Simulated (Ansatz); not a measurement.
MnO:

```
CELL_PARAMETERS angstrom
0.00000 2.22391 2.22391
2.22391 0.00000 2.22391
2.22391 2.22391 0.00000
ATOMIC_POSITIONS crystal
Mn 0.00000 0.00000 0.00000
O 0.50000 0.50000 0.50000
```

The cell is a database's computed one.

Base run:

* Program: Ansatz 0.2.0
* Functional: r2SCAN
* Potentials or basis: Ansatz PAW
* Cutoff: 500 eV
* Density cutoff: 2000 eV
* k mesh: 10 × 10 × 10
* Occupations: fermi-dirac, width 0.05 eV
* Spin: collinear spin, ferromagnetic start
* Starting moments: [4.0, 0.0] μB
* Hubbard terms: Mn d U = 5 eV

Its results: band gap on the k mesh 0.92 eV, indirect (least direct gap 3.08 eV); pressure 5.8 GPa; net moment 5.00 μB per cell; site moments Mn +4.35; O +0.15 μB.

Q: After a change of settings the same cell gave: band gap on the k mesh 0.78 eV, indirect (least direct gap 3.09 eV); pressure 4.7 GPa; net moment 5.00 μB per cell; site moments Mn +4.34; O +0.17 μB. Which change was it?
A. functional from r2SCAN to PBEsol; cutoff from 500 eV to 420 eV; density cutoff from 2000 eV to 1680 eV; hubbard terms from Mn d U = 5 eV to Mn d U = 8 eV
B. hubbard terms from Mn d U = 5 eV to Mn d U = 4 eV
C. functional from r2SCAN to LDA; cutoff from 500 eV to 420 eV; density cutoff from 2000 eV to 1680 eV; hubbard terms from Mn d U = 5 eV to none; hubbard projectors from ortho-atomic (the default) to none

A: B.

Caveats: the magnetic or orbital state may not be the lowest; a cell with one magnetic atom can't hold antiferromagnetic order, which such compounds often take; the PAW data sets come from PBE, with cores solved anew for the run's functional, which leaves a small shift of forces and pressure.

Not every run made on this cell is shown here.
